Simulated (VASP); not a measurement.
Crystal: CO2.

```xyz
6
Lattice="4.2272 0.0000 0.0000 0.0000 4.2272 0.0000 0.0000 0.0000 4.6878" Properties=species:S:1:pos:R:3 pbc="T T T"
O     3.4022    3.4022    0.0000
O     0.8250    0.8250    0.0000
O     2.9386    1.2886    2.3439
O     1.2886    2.9386    2.3439
C     0.0000    0.0000    0.0000
C     2.1136    2.1136    2.3439
```

The cell comes from a database or a generator and needn't be the stable form of this composition.

| Property | Result |
| --- | --- |
| Program | VASP 6.6.1 |
| Task | single point |
| Functional | PBE |
| Potentials or basis | VASP PAW PBE potentials, release 64 (O, C) |
| Cutoff | 520 eV |
| k mesh | 6 × 6 × 6 |
| Occupations | fermi-dirac, width 0.05 eV |
| Spin | no spin polarisation |

On this cell: pressure 4.1 GPa; largest force 0.780 eV/Å; band gap on the k mesh 6.57 eV, indirect (least direct gap 7.04 eV).

The same run follows on a disturbed copy (atoms moved at random, drawn with an rms of 0.05 Å):

```
O C
1.0
     4.22721    0.00000    0.00000
     0.00000    4.22721    0.00000
     0.00000    0.00000    4.68777
O C
4 2
Direct
  0.81273 0.80429 0.00156
  0.19131 0.20839 0.99473
  0.68161 0.30166 0.49841
  0.29905 0.70320 0.51104
  0.99979 0.00213 0.99646
  0.50035 0.50118 0.50220
```

**Question.** What does the disturbed cell give?

**Answer.** The energy moves by +22.3 meV/atom; pressure 3.1 GPa; largest force 5.992 eV/Å; band gap on the k mesh 6.43 eV, indirect (least direct gap 6.90 eV).

Forces on the atoms (eV/Å):
```
O   -1.583 -1.634  0.006
O   -0.820 -0.963 -0.006
O    2.496 -2.435 -0.126
O    1.860 -1.648 -0.200
C    2.409  2.578  0.054
C   -4.361  4.101  0.272
```

Stress tensor (GPa, compression positive):
```
 3.35  0.13 -0.02
 0.13  4.31 -0.11
-0.02 -0.11  1.78
```

Caveats: the standard files for N, O and F lose accuracy on very short bonds.

A k mesh can miss the band edges.
